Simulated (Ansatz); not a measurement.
Geometry optimisation in Ansatz: input, command and trajectory.

```yaml
crystal:
  lattice:
    - [3.1030225108, 0.0, 0.0]
    - [-1.5515112554, 2.6872963229, 0.0]
    - [0.0, 0.0, 6.4381950941]
  atoms:
    - { symbol: Mo, position: [0.0, 0.0, 0.0] }
    - { symbol: S, position: [0.3333333333, 0.6666666667, 0.2409103461] }
    - { symbol: S, position: [0.3333333333, 0.6666666667, 0.7590896539] }
basis:
  ecutwfc: 420
kpoints:
  mp_grid: { grid: [12, 12, 4] }
hamiltonian:
  xc: pbe
  dispersion: d3bj
scf:
  occupations: { method: gaussian, width: 0.02 }
output:
  forces: true
  stress: true
  eigenvalues: true
relax:
  adjacent_minimum: "off"
  f_tol: 0.01
  max_steps: 30
  cell: { stress_tol: 0.1, fix: [volume] }
```

```bash
ansatz run input.yaml --threads 1 --pin off --max-ram 2560MiB --backend cpu --events-out ev --progress --plain --runs-dir out
```

The calculation used Ansatz, DFT PBE+D3(BJ), scalar-relativistic, plane waves, PAW.

The volume is held at 0.94 times that of the relaxed cell.

Of 5 frames 4 are shown, positions in Å and forces in eV/Å; the SCF threshold varies from step to step. Steps run on the plane waves of an earlier cell, with a Pulay correction in the pressure. The basis is chosen afresh for the last frame, the zero of the energies, and at times for earlier ones too; energy and pressure step there, also at an unchanged geometry.

```xyz
3
Lattice="3.1030 0.0000 0.0000 -1.5515 2.6873 0.0000 0.0000 0.0000 6.4382" Properties=species:S:1:pos:R:3:forces:R:3 pbc="T T T" step=1 free_energy_over_end_meV_per_atom=5.42 pressure_GPa=6.51
Mo    0.0000    0.0000    0.0000    0.0000    0.0000    0.0000
S     0.0000    1.7915    1.5510    0.0000    0.0000    0.5443
S     0.0000    1.7915    4.8872    0.0000    0.0000   -0.5443
3
Lattice="3.1260 0.0000 0.0000 -1.5630 2.7072 0.0000 0.0000 0.0000 6.3437" Properties=species:S:1:pos:R:3:forces:R:3 pbc="T T T" step=2 free_energy_over_end_meV_per_atom=1.04 pressure_GPa=2.31
Mo    0.0000    0.0000    0.0000    0.0000    0.0000    0.0000
S     0.0000    1.8048    1.5737    0.0000    0.0000   -0.1884
S     0.0000    1.8048    4.7701    0.0000    0.0000    0.1884
3
Lattice="3.1136 0.0000 0.0000 -1.5568 2.6965 0.0000 0.0000 0.0000 6.3944" Properties=species:S:1:pos:R:3:forces:R:3 pbc="T T T" step=3 free_energy_over_end_meV_per_atom=0.05 pressure_GPa=3.43
Mo    0.0000    0.0000    0.0000    0.0000    0.0000    0.0000
S     0.0000    1.7977    1.5724    0.0000    0.0000   -0.0296
S     0.0000    1.7977    4.8219    0.0000    0.0000    0.0296
3
Lattice="3.1166 0.0000 0.0000 -1.5583 2.6990 0.0000 0.0000 0.0000 6.3824" Properties=species:S:1:pos:R:3:forces:R:3 pbc="T T T" step=5 free_energy_over_end_meV_per_atom=0.00 pressure_GPa=3.50
Mo    0.0000    0.0000    0.0000    0.0000    0.0000    0.0000
S     0.0000    1.7994    1.5692    0.0000    0.0000    0.0080
S     0.0000    1.7994    4.8132    0.0000    0.0000   -0.0080
```

It took 25 s on 1 thread of Intel(R) Xeon(R) Platinum 8259CL CPU @ 2.50GHz (Skylake/Cascade Lake), on a shared host, peak memory 0.44 GiB.